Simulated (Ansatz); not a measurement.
**NaCl at 1.5 GPa: a phonon run with XC grid level 1**

Method: Ansatz 0.2.0, DFT PBE, scalar-relativistic, plane waves, PAW.

Launched with:
```bash
ansatz run input.yaml --threads 1 --pin off --max-ram 1228MiB --backend cpu --events-out ev --progress --plain --runs-dir out
```

Input (bare energies are in eV):
```yaml
crystal:
  lattice:
    - [3.4477, 0.0, 0.0]
    - [0.0, 3.4477, 0.0]
    - [0.0, 0.0, 3.4477]
  atoms:
    - { symbol: Na, position: [0.0, 0.0, 0.0] }
    - { symbol: Cl, position: [0.5, 0.5, 0.5] }
basis:
  ecutwfc: 420
  xc_grid: 1
kpoints:
  mp_grid: { grid: [8, 8, 8] }
hamiltonian:
  xc: pbe
scf:
  occupations: { method: fixed }
output:
  eigenvalues: true
phonons:
  method: dfpt
  dielectric: true
  rigid_motions: translations
```

From the output:
```
--- Phonons (Γ-DFPT): 2 representative perturbations + reference, on 75 of 512 k-points (Σ response iterations 7) ---
  ASR residual: 2.779e-3 → 0.000e0 eV/Å²; symmetrization residual: 3.723e-6 eV/Å²
  ASR residual per site (eV/Å²): 2.78e-3 1.63e-4
  Γ frequencies (cm⁻¹): 0.00 0.00 0.00 103.63 103.63 103.63
  ε∞ (high-frequency dielectric tensor):
        2.741166     0.000000     0.000000
        0.000000     2.741166     0.000000
        0.000000     0.000000     2.741166
  ε⁰ (static dielectric tensor: ions relaxed, cell fixed):
       13.892556    -0.000000     0.000000
       -0.000000    13.892556     0.000000
        0.000000     0.000000    13.892556
  ε⁰ − ε∞ (ionic part):
       11.151391    -0.000000     0.000000
       -0.000000    11.151391     0.000000
        0.000000     0.000000    11.151391
  softest optical mode at Γ: 103.63 cm⁻¹; the repairs (sum rule, projections) moved no ω² at Γ by more than (5.76 cm⁻¹)²
  Born effective charges Z* (e; rows j = field, columns β = displacement):
    site 0:
         1.17941   -0.00000    0.00000
         0.00000    1.17941    0.00000
         0.00000    0.00000    1.17941
    site 1:
        -1.17941    0.00000    0.00000
        -0.00000   -1.17941    0.00000
         0.00000    0.00000   -1.17941
  Z* charge neutrality: 8.433e-4 e pre-enforcement
  solved inside a basis spanned on kpoints, on 8×8×8 k-points, its susceptibility summed on 12×12×12: ε∞ is read to err by 5.6e-3, Z* by 1.0e-2 e (field_mesh: kpoints solves on kpoints); Z* is corrected for ...
  optical modes at Γ without the LO–TO term, one row a degenerate level:
      ω (cm⁻¹) modes IR ((D/Å)²/amu)
        103.63      3             6.9035
  optical modes at Γ + LO–TO along q̂ = [1.0000, 0.0000, 0.0000]:
      ω (cm⁻¹) modes IR ((D/Å)²/amu)
        103.63      2             4.6024
        233.30      1             2.3012
  optical modes at Γ + LO–TO along q̂ = [0.0000, 1.0000, 0.0000]:
      ω (cm⁻¹) modes IR ((D/Å)²/amu)
        103.63      2             4.6024
        233.30      1             2.3012
  optical modes at Γ + LO–TO along q̂ = [0.0000, 0.0000, 1.0000]:
      ω (cm⁻¹) modes IR ((D/Å)²/amu)
        103.63      2             4.6024
        233.30      1             2.3012
```

Beside the reference run (Plane waves to 420 eV; Γ-centred k mesh 8×8×8; fixed occupations. No spin polarisation. Phonons by linear response, acoustic sum rule imposed.), the optical modes at Γ (cm⁻¹, by rank, those that always equal the one before left out, no LO field; i marks imaginary), ε∞ and the mean Born charge of atom 1:
```
        setting mode 1    ε∞  Z* of atom 1
  reference run     104  2.74          1.18
XC grid level 1     104  2.74          1.18
```

The cell is the ideal cubic caesium chloride prototype; this isn't the usual structure of the compound.